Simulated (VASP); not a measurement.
# SiO₂ in VASP 6.6.1, single-point calculation

INCAR

```
GGA = CA
SIGMA = 0.2
LCHARG = .FALSE.
NELM = 66
IBRION = -1
ISIF = 2
LWAVE = .FALSE.
LASPH = .TRUE.
LREAL = .FALSE.
NBANDS = 25
ISMEAR = -5
PREC = Single
NSW = 0
EDIFF = 1E-7
ENCUT = 520
```

KPOINTS

```
KPOINTS created by Atomic Simulation Environment
0
Gamma
6 6 10
0 0 0
```

POSCAR

```
Si O
 1.0000000000000000
     4.1851888035665503    0.0000000000000000   -0.0000000000000000
    -0.0000000000000000    4.1851888035665503   -0.0000000000000000
    -0.0000000000000000   -0.0000000000000000    2.6688398892931899
 Si  O
   2   4
Cartesian
  0.0000000000000000  0.0000000000000000  0.0000000000000000
  2.0925944017832747  2.0925944017832747  1.3344199446465950
  1.2810905169717908  1.2810905169717908 -0.0000000000000000
  0.8115038848114841  3.3736849187550662  1.3344199446465950
  3.3736849187550662  0.8115038848114841  1.3344199446465950
  2.9040982865947589  2.9040982865947589 -0.0000000000000000
```

The recommended LDA PAW datasets give the neutral cell 32 valence electrons.

Command

```
mpirun -np 1 vasp_std
```

OSZICAR

```
N       E                     dE             d eps       ncg     rms          rms(c)
DAV:   1     0.129332883150E+03    0.12933E+03   -0.17697E+04  3024   0.123E+03
DAV:   2    -0.499120506203E+02   -0.17924E+03   -0.17248E+03  3825   0.277E+02
DAV:   3    -0.568004952850E+02   -0.68884E+01   -0.68569E+01  3987   0.516E+01
DAV:   4    -0.568455314219E+02   -0.45036E-01   -0.45022E-01  3530   0.487E+00
DAV:   5    -0.568458902032E+02   -0.35878E-03   -0.35872E-03  4052   0.417E-01    0.178E+01
DAV:   6    -0.520399176004E+02    0.48060E+01   -0.13498E+01  3843   0.244E+01    0.850E+00
DAV:   7    -0.520009472800E+02    0.38970E-01   -0.75416E-01  3700   0.494E+00    0.299E+00
DAV:   8    -0.519702455745E+02    0.30702E-01   -0.30117E-02  3805   0.145E+00    0.105E+00
DAV:   9    -0.519644751309E+02    0.57704E-02   -0.54825E-03  3816   0.576E-01    0.206E-01
DAV:  10    -0.519644743627E+02    0.76822E-06   -0.21569E-04  3852   0.108E-01    0.718E-02
DAV:  11    -0.519644741790E+02    0.18369E-06   -0.20208E-05  3825   0.315E-02    0.209E-02
DAV:  12    -0.519644740696E+02    0.10938E-06   -0.89670E-07  3810   0.751E-03    0.798E-03
DAV:  13    -0.519644739856E+02    0.84020E-07   -0.53498E-07  3816   0.514E-03
   1 F= -.51964474E+02 E0= -.51964474E+02  d E =0.000000E+00
```

Standard output (part)

```
POSCAR found type information on POSCAR SiO
 POSCAR found :  2 types and       6 ions
 LDA part: xc-table for (Slater(with rela. corr.)+CA(PZ))
 , standard interpolation
 POSCAR, INCAR and KPOINTS ok, starting setup
 WAVECAR not read
 entering main loop
```

From OUTCAR

```
k-points           NKPTS =     60   k-points in BZ     NKDIM =     60   number of bands    NBANDS=     25

   NELECT =      32.0000    total number of electrons

   dimension x,y,z NGX =    32 NGY =   32 NGZ =   20
   dimension x,y,z NGXF=    32 NGYF=   32 NGZF=   20

  energy-cutoff  :      520.00
  volume of cell :       46.75
      direct lattice vectors                 reciprocal lattice vectors
     4.185188804  0.000000000  0.000000000     0.238937847  0.000000000  0.000000000
     0.000000000  4.185188804  0.000000000     0.000000000  0.238937847  0.000000000
     0.000000000  0.000000000  2.668839889     0.000000000  0.000000000  0.374694639

 k-points in reciprocal lattice and weights: KPOINTS created by Atomic Simulation Env
   0.00000000  0.00000000  0.00000000       0.003
   0.16666667  0.00000000  0.00000000       0.011
   0.33333333  0.00000000  0.00000000       0.011
   0.50000000  0.00000000  0.00000000       0.006
   0.16666667  0.16666667  0.00000000       0.011
   0.33333333  0.16666667  0.00000000       0.022
   0.50000000  0.16666667  0.00000000       0.011
   0.33333333  0.33333333  0.00000000       0.011
   ...

 E-fermi :   8.0896

 k-point     1 :       0.0000    0.0000    0.0000
  band No.  band energies     occupation
      1     -14.3380      2.00000
      2     -10.6077      2.00000
      3     -10.6077      2.00000
      4     -10.3880      2.00000
      5      -2.8458      2.00000
      6       1.5355      2.00000
      7       1.5355      2.00000
      8       1.6771      2.00000
      9       2.5998      2.00000
     10       2.8800      2.00000
     11       4.8733      2.00000
     12       4.8733      2.00000
     13       5.4889      2.00000
     14       7.1465      2.00000
     15       7.1465      2.00000
     16       8.0415      2.00000
     17      13.5830      0.00000
     18      14.4693      0.00000
     19      16.3381      0.00000
     20      16.3381      0.00000
     21      18.7531      0.00000
     22      19.4283      0.00000
     23      21.9968      0.00000
     24      21.9968      0.00000
     25      23.5081      0.00000

 k-point     2 :       0.1667    0.0000    0.0000
  band No.  band energies     occupation
      1     -14.1906      2.00000
      2     -11.3050      2.00000
      3     -10.5317      2.00000
      4     -10.0042      2.00000
      5      -2.6604      2.00000
      6       0.7898      2.00000
      7       1.5870      2.00000
      8       2.2317      2.00000
      9       2.7099      2.00000
     10       3.4597      2.00000
     11       4.6100      2.00000
     12       4.9363      2.00000
     13       5.5350      2.00000
     14       6.5586      2.00000
     15       7.0974      2.00000
     16       7.8220      2.00000
     17      14.0079      0.00000
     18      14.7160      0.00000
     19      16.3809      0.00000
     20      16.4237      0.00000
     21      19.2127      0.00000
     22      19.6495      0.00000
     23      21.2576      0.00000
     24      21.4252      0.00000
     25      23.2743      0.00000

 ...

  Total       -1.3338767     -1.3338767     -0.8909346     -0.0000000      0.0000000      0.0000000
  in kB      -45.7165701    -45.7165701    -30.5354111     -0.0000000      0.0000000      0.0000000
  external PRESSURE =     -40.6561838 kB  Pullay stress =       0.0000000 kB

 POSITION                                       TOTAL-FORCE (eV/Angst)
 -----------------------------------------------------------------------------------
      0.00000      0.00000      0.00000         0.000000      0.000000      0.000000
      2.09259      2.09259      1.33442         0.000000      0.000000      0.000000
      1.28109      1.28109      0.00000         0.003195      0.003195      0.000000
      0.81150      3.37368      1.33442        -0.003195      0.003195      0.000000
      3.37368      0.81150      1.33442         0.003195     -0.003195      0.000000
      2.90410      2.90410      0.00000        -0.003195     -0.003195      0.000000
 -----------------------------------------------------------------------------------
    total drift:                                0.000000     -0.000000      0.000000

  FREE ENERGIE OF THE ION-ELECTRON SYSTEM (eV)
  ---------------------------------------------------
  free  energy   TOTEN  =       -51.9644739856 eV

  energy  without entropy=      -51.9644739856  energy(sigma->0) =      -51.96447399
```

It converged. Results: gap between bands v and c on the k mesh 5.54 eV; least direct gap on the k mesh 5.54 eV; pressure -4.1 GPa. Band v is the last that the valence electrons fill when counted band by band, and c is the next.

For comparison, a separate LDA run of the intended cell, on usual settings and not on those above, gives a gap of 5.54 eV on its mesh and a pressure of -4.1 GPa.

The run above took about 26 s on one core of a shared host (Intel Xeon Platinum 8488C) and held 0.15 GiB at most.
